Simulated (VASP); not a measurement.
# HfN (Fm-3m) in VASP: notebook

The runs below take HfN through relaxation of cell and atoms, with PBE.

Program: VASP 6.6.1. These are calculated values, not measurements. Logs are shortened: lines on timing, memory, paths and dates and some standing lists are left out, and cuts for length are marked.

**1. The structure**

Symmetry: Fm-3m, No. 225, cubic system. The conventional cell has a = 4.512 Å, b = 4.512 Å, c = 4.512 Å, α = 90.00°, β = 90.00°, γ = 90.00°. Hf (site symmetry m-3m) is surrounded by 6 N at 2.26 Å. Around N (site symmetry m-3m) lie 6 Hf at 2.26 Å.

**2. Relaxation of cell and atoms, PBE**

INCAR reads:

```
ALGO     = Normal         # electronic algorithm
EDIFF    = 1E-6           # SCF threshold, eV
EDIFFG   = -0.01          # ionic threshold
ENCUT    = 600            # plane-wave cutoff, eV
GGA      = PE             # functional
IBRION   = 2              # ionic algorithm
ISIF     = 3              # what is computed and relaxed
ISMEAR   = 1              # smearing method
LASPH    = True           # aspherical terms in the spheres
LCHARG   = False          # write CHGCAR
LREAL    = False          # projectors in reciprocal space
LWAVE    = False          # write WAVECAR
NELM     = 80             # most SCF steps
NSW      = 90             # ionic steps
PREC     = Accurate       # precision mode
SIGMA    = 0.1            # smearing width, eV
```

KPOINTS reads:

```
k-points
0
Gamma
  14 14 14
```

POSCAR reads:

```
HfN
1.0
    0.0000000000      2.2560000000      2.2560000000
    2.2560000000      0.0000000000      2.2560000000
    2.2560000000      2.2560000000      0.0000000000
Hf N
1 1
Direct
    0.0000000000      0.0000000000      0.0000000000
    0.5000000000      0.5000000000      0.5000000000
```

Potentials or basis: VASP PAW PBE potentials, release 64 (Hf_pv, N).

Command:

```console
$ cat potpaw_PBE.64/Hf_pv/POTCAR potpaw_PBE.64/N/POTCAR > POTCAR
$ mpirun -np 1 vasp_std > vasp.out
```

OUTCAR:

```text
EDIFF = 1E-6
   EDIFFG = -0.01
   ENCUT = 600
   GGA = PE
   IBRION = 2
   ISIF = 3
   ISMEAR = 1
   LASPH = True
   LREAL = False
   NELM = 80
   NSW = 90
   PREC = Accurate

 ion  position               nearest neighbor table
   1  0.000  0.000  0.000-   2 2.26   2 2.26   2 2.26   2 2.26   2 2.26   2 2.26
   2  0.500  0.500  0.500-   1 2.26   1 2.26   1 2.26   1 2.26   1 2.26   1 2.26

  LATTYP: Found a face centered cubic cell.
 ALAT       =     4.5120000000

  Lattice vectors:

 A1 = (   0.0000000000,   2.2560000000,   2.2560000000)
 A2 = (   2.2560000000,   0.0000000000,   2.2560000000)
 A3 = (   2.2560000000,   2.2560000000,   0.0000000000)

Analysis of symmetry for initial positions (statically):
=====================================================================
 Subroutine PRICEL returns:
 Original cell was already a primitive cell.

 Routine SETGRP: Setting up the symmetry group for a
 face centered cubic supercell.

 Subroutine GETGRP returns: Found 48 space group operations
 (whereof 48 operations were pure point group operations)
 out of a pool of 48 trial point group operations.

The static configuration has the point symmetry O_h .

Analysis of symmetry for dynamics (positions and initial velocities):
=====================================================================
 Subroutine PRICEL returns:
 Original cell was already a primitive cell.

 Routine SETGRP: Setting up the symmetry group for a
 face centered cubic supercell.

 Subroutine GETGRP returns: Found 48 space group operations
 (whereof 48 operations were pure point group operations)
 out of a pool of 48 trial point group operations.

The dynamic configuration has the point symmetry O_h .

 Subroutine INISYM returns: Found 48 space group operations
 (whereof 48 operations are pure point group operations),
 and found     1 'primitive' translations

----------------------------------------------------------------------------------------

                                     Primitive cell

  volume of cell :      22.9640

  direct lattice vectors                    reciprocal lattice vectors
     0.000000000  2.256000000  2.256000000    -0.221631206  0.221631206  0.221631206
     2.256000000  0.000000000  2.256000000     0.221631206 -0.221631206  0.221631206
     2.256000000  2.256000000  0.000000000     0.221631206  0.221631206 -0.221631206

  length of vectors
     3.190465797  3.190465797  3.190465797     0.383876509  0.383876509  0.383876509

  position of ions in fractional coordinates (direct lattice)
     0.000000000  0.000000000  0.000000000
     0.500000000  0.500000000  0.500000000

  ion indices of the primitive-cell ions
   primitive index   ion index
                 1           1
                 2           2

----------------------------------------------------------------------------------------

 KPOINTS: k-points

Automatic generation of k-mesh.
 Grid dimensions read from file:
 generate k-points for:   14   14   14

 Generating k-lattice:

  Cartesian coordinates                     Fractional coordinates (reciprocal lattice)
    -0.015830800  0.015830800  0.015830800     0.071428571  0.000000000  0.000000000
     0.015830800 -0.015830800  0.015830800     0.000000000  0.071428571  0.000000000
     0.015830800  0.015830800 -0.015830800     0.000000000  0.000000000  0.071428571

  Length of vectors
     0.027419751  0.027419751  0.027419751

  Shift w.r.t. Gamma in fractional coordinates (k-lattice)
     0.000000000  0.000000000  0.000000000

 Subroutine IBZKPT returns following result:
 ===========================================

 Found    104 irreducible k-points:

 Following reciprocal coordinates:
            Coordinates               Weight
  0.000000  0.000000  0.000000      1.000000
  0.071429  0.000000  0.000000      8.000000
  0.142857  0.000000  0.000000      8.000000
  0.214286  0.000000  0.000000      8.000000
  0.285714  0.000000  0.000000      8.000000
  0.357143  0.000000  0.000000      8.000000
[... 16 lines left out ...]
  0.214286  0.142857  0.000000     24.000000
  0.285714  0.142857  0.000000     24.000000
 [... further k-points ...]
   k-points           NKPTS =    104   k-points in BZ     NKDIM =    104   number of bands    NBANDS=     11
   number of dos      NEDOS =    301   number of ions     NIONS =      2
   total plane-waves  NPLWV =  21952
   dimension x,y,z NGX =    28 NGY =   28 NGZ =   28
   dimension x,y,z NGXF=    56 NGYF=   56 NGZF=   56
   ions per type =               1   1
   NGX,Y,Z   is equivalent  to a cutoff of  14.59, 14.59, 14.59 a.u.
   NGXF,Y,Z  is equivalent  to a cutoff of  29.18, 29.18, 29.18 a.u.
 SYSTEM =  unknown system
   PREC   = accura    normal or accurate (medium, high low for compatibility)
   ISTART =      0    job   : 0-new  1-cont  2-samecut
   ICHARG =      2    charge: 1-file 2-atom 10-const
   ISPIN  =      1    spin polarized calculation?
   LNONCOLLINEAR =      F non collinear calculations
   LSORBIT =      F    spin-orbit coupling
   LASPH  =      T    aspherical Exc in radial PAW
   ENCUT  =  600.0 eV  44.10 Ry    6.64 a.u.   6.37  6.37  6.37*2*pi/ulx,y,z
   NELM   =     80;   NELMIN=  2; NELMDL= -5     # of ELM steps
   EDIFF  = 0.1E-05   stopping-criterion for ELM
   LREAL  =      F    real-space projection
   EDIFFG = -.1E-01   stopping-criterion for IOM
   NSW    =     90    number of steps for IOM
   IBRION =      2    ionic relax: 0-MD 1-quasi-New 2-CG
   NFREE  =      1    steps in history (QN), initial steepest desc. (CG)
   ISIF   =      3    stress and relaxation
   ISYM   =      2    0-nonsym 1-usesym 2-fastsym
   POTIM  = 0.5000    time-step for ionic-motion
   TEBEG  =    0.0;   TEEND  =   0.0 temperature during run
   PSTRESS=    0.0 pullay stress
   NELECT =      15.0000    total number of electrons
   NUPDOWN=      -1.0000    fix difference up-down
   EMIN   =  10.00;   EMAX   =-10.00  energy-range for DOS
   EFERMI =   0.00;   METHOD = LEGACY
   ISMEAR =     1;   SIGMA  =   0.10  broadening in eV -4-tet -1-fermi 0-gaus
   EFERMI_NEDOS =   21; number of points for ismear=-14 and -15
   IALGO  =     38    algorithm
   IMIX   =      4    mixing-type and parameters
     AMIX     =   0.40;   BMIX     =  1.00
     AMIX_MAG =   1.60;   BMIX_MAG =  1.00
  volume/ion in A,a.u.               =      11.48        77.48
  Fermi-wavevector in a.u.,A,eV,Ry     =   1.420440  2.684242 27.451783  2.017649
  Thomas-Fermi vector in A             =   2.541355
   LORBIT       =      0    0 simple, 1 ext, 2 COOP (PROOUT), +10 PAW based schemes
   GGA     = PE    functional components
   LHFCALC =     F    Hartree Fock is set to
   AEXX    =    0.0000 exact exchange contribution
   IVDW    =     0    specifies the selected vdW correction
   LEPSILON=     F    determine dielectric tensor
   LRPA    =     F    only Hartree local field effects (RPA)
 conjugate gradient relaxation of ions
 non-spin polarized calculation
 Methfessel and Paxton  Order N= 1 SIGMA  =   0.10
  energy-cutoff  :      600.00
  volume of cell :       22.96
 maximum number of plane-waves:       779
 NGX is ok and might be reduce to    28
   NGX = 13   NGY = 13   NGZ = 13

--------------------------------------- Ionic step        1  -------------------------------------------

 number of electron      15.0000002 magnetization

 Free energy of the ion-electron system (eV)
  ---------------------------------------------------
  ext. energy  EPLUGINS =         0.00000000
  ---------------------------------------------------
  free energy    TOTEN  =       -21.75093566 eV

  energy without entropy =      -21.75042574  energy(sigma->0) =      -21.75076569

------------------------ aborting loop because EDIFF is reached ----------------------------------------

  FORCE on cell =-STRESS in cart. coord.  units (eV):
  Direction    XX          YY          ZZ          XY          YZ          ZX
  --------------------------------------------------------------------------------------
  -------------------------------------------------------------------------------------
  Total        0.5831141      0.5831141      0.5831141      0.0000000      0.0000000     -0.0000000
  in kB       40.6833662     40.6833662     40.6833662      0.0000000      0.0000000     -0.0000000
  external PRESSURE =      40.6833662 kB  Pullay stress =       0.0000000 kB
[... 57 lines left out ...]
  energy  without entropy=      -21.7401365465  energy(sigma->0) =      -21.74055901

--------------------------------------- Ionic step        3  -------------------------------------------

 number of electron      15.0000001 magnetization

 Free energy of the ion-electron system (eV)
  ---------------------------------------------------
  ext. energy  EPLUGINS =         0.00000000
  ---------------------------------------------------
  free energy    TOTEN  =       -21.75515010 eV

  energy without entropy =      -21.75460120  energy(sigma->0) =      -21.75496714

 E-fermi :   8.2858     XC(G=0): -12.6762

 val. band max:        8.2657641943   @ k =   0.5000   0.2143   0.0000
 cond. band min:       8.3039447018   @ k =   0.1429   0.0000   0.0000
 fundamental gap:      0.0381805075
 Fermi energy:         8.2858057917

 k-point     1 :       0.0000    0.0000    0.0000
  band No.  band energies     occupation
      1     -22.9053      2.00000
      2     -22.9053      2.00000
      3     -22.9053      2.00000
      4      -9.1566      2.00000
      5       5.2758      2.00000
      6       5.2758      2.00000
      7       5.2758      2.00000
      8       7.9490      2.00002
      9       7.9490      2.00002
     10       7.9490      2.00002
     11       9.9852     -0.00000
[... 309 lines left out ...]
 k-point    24 :       0.2857    0.1429    0.0000
  band No.  band energies     occupation
      1     -23.3683      2.00000
      2     -23.0124      2.00000
      3     -22.9979      2.00000
      4      -7.9241      2.00000
      5       1.5838      2.00000
      6       3.5260      2.00000
      7       3.9003      2.00000
      8       7.2521      2.00000
      9      10.6531      0.00000
     10      10.7757      0.00000
     11      12.0436      0.00000

 [... further k-points ...]

------------------------ aborting loop because EDIFF is reached ----------------------------------------

  FORCE on cell =-STRESS in cart. coord.  units (eV):
  Direction    XX          YY          ZZ          XY          YZ          ZX
  --------------------------------------------------------------------------------------
  -------------------------------------------------------------------------------------
  Total       -0.0032969     -0.0032969     -0.0032969     -0.0000000      0.0000000      0.0000000
  in kB       -0.2266695     -0.2266695     -0.2266695     -0.0000000      0.0000000      0.0000000
  external PRESSURE =      -0.2266695 kB  Pullay stress =       0.0000000 kB
[... 17 lines left out ...]
  FREE ENERGIE OF THE ION-ELECTRON SYSTEM (eV)
  ---------------------------------------------------
  free  energy   TOTEN  =       -21.7551501041 eV

  energy  without entropy=      -21.7546011979  energy(sigma->0) =      -21.75496714

 reached required accuracy - stopping structural energy minimisation
```

Run time: 92 s. Hardware: 1 thread of Intel Xeon Platinum 8259CL at 2.50GHz (Skylake/Cascade Lake), shared host; peak memory 0.19 GiB.

Results:

```
Free energy                            : -21.7552 eV
Relaxed volume                         : 11.65 Å³/atom
Relaxed cell                           : a = 3.206 Å, b = 3.206 Å, c = 3.206 Å, α = 60.00°, β = 60.00°, γ = 60.00°
Space group after relaxing (to 0.05 Å) : Fm-3m (No. 225)
Energy gained by relaxing              : 2.1 meV/atom
Ionic steps                            : 3
Pressure after relaxing                : 0.0 GPa
Band gap on the k mesh                 : none (metal or under the smearing width)
```

Step by step:
| step | energy change (eV) | largest force (eV/Å) | pressure (GPa) | volume (Å³) |
| --- | --- | --- | --- | --- |
| 1 | 0.0000 | 0.0000 | 4.07 | 22.96 |
| 2 | 0.0102 | 0.0000 | -6.96 | 23.95 |
| 3 | -0.0042 | 0.0000 | -0.02 | 23.30 |

Final structure:
```
CELL_PARAMETERS angstrom
0.00000 2.26707 2.26707
2.26707 0.00000 2.26707
2.26707 2.26707 0.00000
ATOMIC_POSITIONS crystal
Hf 0.00000 0.00000 0.00000
N 0.50000 0.50000 0.50000
```

Spin-orbit coupling is left out, which matters for the levels of Hf. PBE usually gives volumes a little too large and moduli too small.

**3. Relaxation of cell and atoms, PBE**

This run uses another cell than the first one, of 11.65 Å³/atom, 1.015 times its volume.

INCAR, as its differences from that of step 2:

```diff
@@ -1,4 +1,4 @@
 ALGO     = Normal         # electronic algorithm
-EDIFF    = 1E-6           # SCF threshold, eV
-EDIFFG   = -0.01          # ionic threshold
+EDIFF    = 1E-7           # SCF threshold, eV
+EDIFFG   = -0.005         # ionic threshold
 ENCUT    = 600            # plane-wave cutoff, eV
```

KPOINTS is that of step 2.

POSCAR reads:

```
HfN                                     
1.0
    0.0000000000      2.2670663805      2.2670663805
    2.2670663805      0.0000000000      2.2670663805
    2.2670663805      2.2670663805     -0.0000000000
  Hf              N             
     1     1
Direct
     0.0000000000000000    0.0000000000000000    0.0000000000000000
     0.5000000000000000    0.5000000000000000    0.5000000000000000
```

Potentials or basis: VASP PAW PBE potentials, release 64 (Hf_pv, N).

Command:

```console
$ cat potpaw_PBE.64/Hf_pv/POTCAR potpaw_PBE.64/N/POTCAR > POTCAR
$ mpirun -np 1 vasp_std > vasp.out
```

Run time: 39 s. Hardware: 1 thread of Intel Xeon Platinum 8259CL at 2.50GHz (Skylake/Cascade Lake), shared host; peak memory 0.18 GiB.

The run converged. Its results:

- Free energy: -21.7556 eV
- Pressure after relaxing: 0.0 GPa
- Band gap on the k mesh: none (metal or under the smearing width)

Final structure:
```yaml
crystal:
  lattice:
    - [0.00000, 2.26707, 2.26707]
    - [2.26707, 0.00000, 2.26707]
    - [2.26707, 2.26707, 0.00000]
  atoms:
    - { symbol: Hf, position: [0.00000, 0.00000, 0.00000] }
    - { symbol: N, position: [0.50000, 0.50000, 0.50000] }
```

Levels at points of the mesh, in eV from the Fermi level:
| k point | band 5 | band 6 | band 7 | band 8 | band 9 | band 10 | band 11 |
| --- | --- | --- | --- | --- | --- | --- | --- |
| (0.00, 0.00, 0.00) | -3.01 | -3.01 | -3.01 | -0.34 | -0.34 | -0.34 | 1.70 |
| (0.50, 0.00, 0.00) | -8.82 | -6.13 | -6.13 | 3.23 | 3.65 | 3.65 | 4.38 |
| (0.50, 0.50, 0.00) | -5.41 | -3.76 | -3.68 | -3.68 | 4.05 | 5.45 | 5.47 |

Caveat: the relaxation stopped at its first step, so nothing moved.
